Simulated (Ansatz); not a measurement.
# Ag: the cost of one run

Program: Ansatz 0.2.0. Level of theory: DFT PBE, scalar-relativistic, plane waves, PAW. These are calculated values, not measurements.

2 further runs of the same task are left out: 2 set aside as unsound or not needed.

**1. The structure to begin with**

The structure is hexagonal, space group P6_3/mmc (No. 194). The conventional cell has a = 2.934 Å, b = 2.934 Å, c = 4.799 Å, α = 90.00°, β = 90.00°, γ = 120.00°. Around Ag (site symmetry -6m2) lie 12 Ag at 2.93 to 2.94 Å.

Structure file:

```
Ag
1.0
    -2.93418    0.00000    0.00000
     0.00000    0.00000   -4.79908
     0.00000   -5.08214    0.00000
Ag
4
Direct
  0.50000 0.75000 0.16667
  0.00000 0.75000 0.66667
  0.00000 0.25000 0.33333
  0.50000 0.25000 0.83333
```

It is built from the cell relaxed beforehand with the same method (17.89 Å³/atom).

**2. Zero of the scan**

File input.yaml:

```yaml
crystal:
  lattice:
    - [-2.9341770197, 0.0, 0.0]
    - [0.0, 0.0, -4.7990779179]
    - [0.0, -5.0821436765, 0.0]
  atoms:
    - { symbol: Ag, position: [0.5, 0.75, 0.1666666667] }
    - { symbol: Ag, position: [0.0, 0.75, 0.6666666667] }
    - { symbol: Ag, position: [0.0, 0.25, 0.3333333333] }
    - { symbol: Ag, position: [0.5, 0.25, 0.8333333333] }
basis:
  ecutwfc: 420
kpoints:
  mp_grid: { grid: [20, 12, 12] }
hamiltonian:
  xc: pbe
scf:
  occupations: { method: gaussian, width: 0.15 }
output:
  forces: true
  stress: true
  eigenvalues: true
  write_density: true
  write_potential: true
  elf: true
  volumetric_format: npy
```

Started as:

```
$ ansatz run input.yaml --threads 2 --pin off --max-ram 5120MiB --backend cpu --events-out ev --progress --plain --runs-dir out
```

Q: Estimate wall time and peak memory on 2 threads of Intel Xeon Platinum 8259CL at 2.50GHz (Skylake/Cascade Lake), shared host.

About 64 s, with a peak of 1.3 GiB.
